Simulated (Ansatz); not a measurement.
Effect of isotropic strain −4.40 % on InCuS2

Base system: InCuS₂ in the chalcopyrite structure (space group I-42d, No. 122; a = 5.522 Å, c = 11.130 Å).

The change: the cell is scaled by 0.9560 in all directions; the atoms relax in the strained cell.

Method: r2SCAN (Ansatz, a program for electronic structure), no SOC. Settings: 9×9×9 k-points, 0.05 eV Fermi–Dirac smearing.

| quantity | base | changed | shift |
|---|---|---|---|
| space group | I-42d (No. 122) | I-42d (No. 122) | – |
| shortest interatomic distance | 2.311 Å | 2.193 Å | -0.1174 Å |
| energy relative to the base (free energy F) | 0 meV/atom | +101 meV/atom | +101 meV/atom |
| pressure (mean of the normal stresses, compression positive) | 0.00 GPa | 13.73 GPa | +13.73 GPa |
| band gap | 0.36 eV | 0.79 eV | +0.43 eV |
| gap character | direct at Γ | direct at Γ | – |
| width of the top valence band | 0.79 eV | 1.13 eV | +0.34 eV |
| electron mass | 0.079 mₑ along c, 0.074 mₑ across (at Γ) | 0.13 mₑ along c, 0.12 mₑ across (at Γ) | – |
| valence-band top at Γ (three highest levels, from the VBM) | 0.00, -0.02, -0.02 eV | 0.00, 0.00, -0.01 eV | – |

Masses are band curvatures over ±0.01 Å⁻¹ around the edge. No phonon test of stability was made. The final runs are not spin-polarised.
